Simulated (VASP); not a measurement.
# KBr (Immm) in VASP: notebook, part 2 of 2

VASP 6.6.1. The steps go on from the part before.

## 3. Single point, PBEsol (strain +0.0625 x Voigt [0, 0, 0, 1, 0, 0], atoms carried along)

INCAR

```
SYSTEM = KBr
PREC = Accurate ; ENCUT = 520
EDIFF = 1E-6 ; ISMEAR = 0
SIGMA = 0.05 ; LREAL = .FALSE.
LASPH = .TRUE. ; NELM = 100
ALGO = Normal ; ISIF = 2
LWAVE = .FALSE. ; LCHARG = .TRUE.
GGA = PS ; LELF = .TRUE.
LVHAR = .TRUE. ; NBANDS = 15
```

KPOINTS

```
regular mesh
0
G
  6 6 6
  0 0 0
```

POSCAR

```
KBr
1.0
    0.0000000000      3.3953906250      3.3953906250
    3.2925000000      0.1028906250      3.2925000000
    3.2925000000      3.2925000000      0.1028906250
K Br
1 1
Direct
    0.0000000000      0.0000000000      0.0000000000
    0.5000000000      0.5000000000      0.5000000000
```

Potentials or basis: VASP PAW PBE potentials, release 64 (K_sv, Br).

Run with:

```
cat potpaw_PBE.64/K_sv/POTCAR potpaw_PBE.64/Br/POTCAR > POTCAR
mpirun -np 1 vasp_std > vasp.out
```

OUTCAR:

```text
SYSTEM = KBr
   PREC = Accurate
   ENCUT = 520
   EDIFF = 1E-6
   ISMEAR = 0
   LREAL = .FALSE.
   LASPH = .TRUE.
   NELM = 100
   ISIF = 2
   GGA = PS

 ion  position               nearest neighbor table
   1  0.000  0.000  0.000-   2 3.29   2 3.29   2 3.29   2 3.29   2 3.29   2 3.29
   2  0.500  0.500  0.500-   1 3.29   1 3.29   1 3.29   1 3.29   1 3.29   1 3.29

  LATTYP: Found a body centered orthorhombic cell.
 ALAT       =     4.5107888368
 B/A-ratio  =     1.0645161290
 C/A-ratio  =     1.4598333547

  Lattice vectors:

 A1 = (  -3.2925000000,   3.2925000000,   0.1028906250)
 A2 = (  -3.2925000000,  -3.2925000000,  -0.1028906250)
 A3 = (   3.2925000000,   0.1028906250,   3.2925000000)

Analysis of symmetry for initial positions (statically):
=====================================================================
 Subroutine PRICEL returns:
 Original cell was already a primitive cell.

 Routine SETGRP: Setting up the symmetry group for a
 body centered orthorhombic supercell.

 Subroutine GETGRP returns: Found  8 space group operations
 (whereof  8 operations were pure point group operations)
 out of a pool of  8 trial point group operations.

The static configuration has the point symmetry D_2h.

Analysis of symmetry for dynamics (positions and initial velocities):
=====================================================================
 Subroutine PRICEL returns:
 Original cell was already a primitive cell.

 Routine SETGRP: Setting up the symmetry group for a
 body centered orthorhombic supercell.

 Subroutine GETGRP returns: Found  8 space group operations
 (whereof  8 operations were pure point group operations)
 out of a pool of  8 trial point group operations.

The dynamic configuration has the point symmetry D_2h.

 Subroutine INISYM returns: Found  8 space group operations
 (whereof  8 operations are pure point group operations),
 and found     1 'primitive' translations

----------------------------------------------------------------------------------------

                                     Primitive cell

[... 122 lines left out ...]
 Gauss-broadening in eV      SIGMA  =   0.05
  energy-cutoff  :      520.00
  volume of cell :       71.32
 maximum number of plane-waves:      1953
   NGX = 17   NGY = 17   NGZ = 17

 number of electron      16.0000002 magnetization

 Free energy of the ion-electron system (eV)
  ---------------------------------------------------
  ext. energy  EPLUGINS =         0.00000000
  ---------------------------------------------------
  free energy    TOTEN  =        -6.45512708 eV

  energy without entropy =       -6.45512708  energy(sigma->0) =       -6.45512708

 E-fermi :  -1.4294     XC(G=0):  -7.5792

 val. band max:       -1.7138745568   @ k =   0.0000   0.0000   0.0000
 cond. band min:       2.4961704123   @ k =   0.0000   0.0000   0.0000
 fundamental gap:      4.2100449691
 Fermi energy:        -1.4293896933

 k-point     1 :       0.0000    0.0000    0.0000
  band No.  band energies     occupation
      1     -29.3990      2.00000
      2     -14.1066      2.00000
      3     -12.9435      2.00000
      4     -12.9417      2.00000
      5     -12.9394      2.00000
      6      -1.8546      2.00000
      7      -1.7947      2.00000
      8      -1.7139      2.00000
      9       2.4962      0.00000
     10       5.4868      0.00000
     11       5.7435      0.00000
     12       5.9973      0.00000
     13       6.5807      0.00000
     14       6.6033      0.00000
[... 401 lines left out ...]
      2     -14.2250      2.00000
      3     -12.9630      2.00000
      4     -12.9574      2.00000
      5     -12.7556      2.00000
      6      -2.8764      2.00000
      7      -2.2262      2.00000
      8      -2.0185      2.00000
      9       4.8777      0.00000
     10       5.7529      0.00000
     11       7.3476      0.00000
     12       7.6807      0.00000
     13       8.1241      0.00000
     14       8.3857      0.00000
     15       9.2023      0.00000

 [... further k-points ...]

------------------------ aborting loop because EDIFF is reached ----------------------------------------

  FORCE on cell =-STRESS in cart. coord.  units (eV):
  Direction    XX          YY          ZZ          XY          YZ          ZX
  --------------------------------------------------------------------------------------
  -------------------------------------------------------------------------------------
  Total       -0.0917330     -0.0811083     -0.0811083      0.0000000     -0.1425279      0.0000000
  in kB       -2.0608817     -1.8221859     -1.8221859      0.0000000     -3.2020443      0.0000000
  external PRESSURE =      -1.9017512 kB  Pullay stress =       0.0000000 kB

 VOLUME and BASIS-vectors are now :
 -----------------------------------------------------------------------------
  energy-cutoff  :      520.00
  volume of cell :       71.32
      direct lattice vectors                 reciprocal lattice vectors
     0.000000000  3.395390625  3.395390625    -0.151860289  0.147258462  0.147258462
     3.292500000  0.102890625  3.292500000     0.151860289 -0.156759008  0.156759008
     3.292500000  3.292500000  0.102890625     0.151860289  0.156759008 -0.156759008

 POSITION                                       TOTAL-FORCE (eV/Angst)
 -----------------------------------------------------------------------------------
      0.00000      0.00000      0.00000         0.000000     -0.000000     -0.000000
      3.29250      3.39539      3.39539        -0.000000      0.000000      0.000000
 -----------------------------------------------------------------------------------
    total drift:                                0.000000      0.000000      0.000000

  FREE ENERGIE OF THE ION-ELECTRON SYSTEM (eV)
  ---------------------------------------------------
  free  energy   TOTEN  =        -6.4551270755 eV

  energy  without entropy=       -6.4551270755  energy(sigma->0) =       -6.45512708
```

OSZICAR:

```text
N       E                     dE             d eps       ncg     rms          rms(c)
DAV:   1     0.101038315090E+03    0.10104E+03   -0.68191E+03  1380   0.933E+02
DAV:   2    -0.372649433409E+00   -0.10141E+03   -0.93215E+02  1796   0.231E+02
DAV:   3    -0.636641891034E+01   -0.59938E+01   -0.59585E+01  1919   0.495E+01
DAV:   4    -0.661867887006E+01   -0.25226E+00   -0.25221E+00  2033   0.850E+00
DAV:   5    -0.662057328241E+01   -0.18944E-02   -0.18944E-02  1954   0.842E-01    0.307E+00
DAV:   6    -0.646025227342E+01    0.16032E+00   -0.19589E-01  1709   0.225E+00    0.228E+00
DAV:   7    -0.644727836321E+01    0.12974E-01   -0.89435E-02  1870   0.165E+00    0.110E+00
DAV:   8    -0.645436733508E+01   -0.70890E-02   -0.10616E-02  1613   0.758E-01    0.141E-01
DAV:   9    -0.645476212759E+01   -0.39479E-03   -0.44183E-04  1884   0.125E-01    0.756E-02
DAV:  10    -0.645512013872E+01   -0.35801E-03   -0.40077E-04  1499   0.110E-01    0.222E-02
DAV:  11    -0.645512443551E+01   -0.42968E-05   -0.16849E-05  2101   0.210E-02    0.558E-03
DAV:  12    -0.645512702450E+01   -0.25890E-05   -0.29997E-06  1505   0.114E-02    0.700E-03
DAV:  13    -0.645512707554E+01   -0.51041E-07   -0.51319E-07  1446   0.373E-03
   1 F= -.64551271E+01 E0= -.64551271E+01  d E =-.113940E-17
```

Run time: 24 s. Hardware: 1 thread of Intel Xeon Platinum 8488C (Sapphire Rapids), shared host; peak memory 0.23 GiB.

Results:

```
Free energy            : -6.4551 eV
Pressure               : -0.2 GPa
Band gap on the k mesh : 4.21 eV, direct
```

Caveat: the PAW data sets were made with another functional, which shifts forces and pressure a little.
